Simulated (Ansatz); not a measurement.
Runs of Ansatz 0.2.0 on NiO. Symmetry: Fm-3m, No. 225, cubic system. Conventional cell: a = 4.172 Å, b = 4.172 Å, c = 4.172 Å, α = 90.00°, β = 90.00°, γ = 90.00°. Around Ni (site symmetry m-3m) lie 6 O at 2.09 Å. Around O (site symmetry m-3m) lie 6 Ni at 2.09 Å. 

```tsv
level	U	gap on the mesh (eV)	pressure (GPa)	moment (μB)
PBEsol+U	Ni d U = 6 eV	1.96	4.2	2.00
PBEsol+U	Ni d U = 2 eV	0.13	0.5	2.00
PBEsol+U	Ni d U = 8 eV	(b)	6.3	2.00
PBEsol+U	Ni d U = 4 eV	1.06	(a)	2.00
PBEsol	-	none	-6.8	1.48
```

Alike in all rows: task density of states; potentials or basis all-electron LAPW, scalar-relativistic; spin collinear, ferromagnetic start; cell as given; k mesh 11 × 11 × 11; cutoff (eV) 378; smearing fermi-dirac 0.05 eV; basis error allowed 0.001 eV/atom.

Question: Fill in the values left out.

Answer: (a) 2.3; (b) 2.36.

Caveats: a cell with one magnetic atom can't hold antiferromagnetic order, which such compounds often take; the magnetic state may not be the lowest (some runs); U is the effective U less J, on atomic orbitals that reach past the spheres (some runs); an odd mesh through Γ misses points on the zone boundary, where band edges often lie (some runs); semilocal functionals often make such compounds metallic where correlation or magnetic order opens a gap, which also shifts bond lengths (some runs).

A gap of «none» marks a metal or a gap under the smearing width.
